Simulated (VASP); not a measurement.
Here is a VASP 6.6.1 calculation.

INCAR

```
PREC     = Accurate       # precision mode
ENCUT    = 600            # plane-wave cutoff, eV
EDIFF    = 1E-7           # SCF threshold, eV
ISMEAR   = 0              # smearing method
SIGMA    = 0.02           # smearing width, eV
LREAL    = F              # projectors in reciprocal space
LASPH    = T              # aspherical terms in the spheres
NELM     = 100            # most SCF steps
ALGO     = Normal         # electronic algorithm
ISIF     = 3              # what is computed and relaxed
LWAVE    = F              # write WAVECAR
LCHARG   = F              # write CHGCAR
GGA      = PE             # functional
IBRION   = 2              # ionic algorithm
NSW      = 80             # ionic steps
EDIFFG   = -0.004         # ionic threshold
```

File KPOINTS:

```
regular mesh
0
Gamma
  9 9 6
```

POSCAR

```
ZnS
1.0
    3.8110000000      0.0000000000      0.0000000000
   -1.9055000000      3.3004228100      0.0000000000
    0.0000000000      0.0000000000      6.2340000000
Zn S
2 2
Direct
    0.3333333300      0.6666666700      0.0000000000
    0.6666666700      0.3333333300      0.5000000000
    0.3333333300      0.6666666700      0.3850000000
    0.6666666700      0.3333333300      0.8850000000
```

Potentials or basis: VASP PAW PBE potentials, release 64 (Zn, S).

The run is started by

```console
$ cat potpaw_PBE.64/Zn/POTCAR potpaw_PBE.64/S/POTCAR > POTCAR
$ mpirun -np 1 vasp_std > vasp.out
```

Estimate the relaxed volume.

20.23 Å³/atom.

Estimate the band gap on the k mesh.

2.07 eV, direct.

Step by step:
```
step  energy change (eV)  largest force (eV/Å)  pressure (GPa)  volume (Å³)
   1              0.0000                0.3226            2.49        78.41
   2             -0.0315                0.0915           -0.81        81.92
   3             -0.0329                0.1289           -0.26        81.30
   4             -0.0329                0.1253           -0.34        81.36
   5             -0.0361                0.0673           -0.14        81.10
   6             -0.0376                0.0013            0.08        80.84
   7             -0.0390                0.0133            0.02        80.88
   8             -0.0391                0.0177            0.01        80.90
   9             -0.0392                0.0044            0.00        80.92
  10             -0.0392                0.0003           -0.02        80.92
```

As with any semilocal functional, this PBE gap is likely too small. Zero-point motion and thermal expansion aren't in these numbers.
